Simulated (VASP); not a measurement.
Input of a VASP 6.6.1 run:

Contents of INCAR:

```
  PREC = Accurate
  ENCUT = 520
  EDIFF = 1E-7
  ISMEAR = -1
  SIGMA = 0.13605693000000002
  LREAL = F
  LASPH = T
  NELM = 80
  ALGO = Normal
  ISIF = 2
  LWAVE = F
  LCHARG = F
  GGA = PS
  NBANDS = 18
```

Contents of KPOINTS:

```
regular mesh
0
Gamma
  8 8 8
```

Contents of POSCAR:

```
Y
1.0
    0.0000000000      3.4252162117      3.4252162117
    3.4252162117      0.0000000000      3.4252162117
    3.4252162117      3.4252162117      0.0000000000
Y
2
Direct
    0.0000000000      0.0000000000      0.0000000000
    0.2500000000      0.2500000000      0.2500000000
```

Potentials or basis: VASP PAW PBE potentials, release 64 (Y_sv).

Run with:

```console
$ cat potpaw_PBE.64/Y_sv/POTCAR > POTCAR
$ mpirun -np 1 vasp_std > vasp.out
```

Task: Estimate the band gap on the k mesh.

Result: None (metal or under the smearing width).

Task: What does it give for the pressure?

Result: 0.0 GPa.

Caveat: the PAW data sets were made with another functional, which shifts forces and pressure a little.
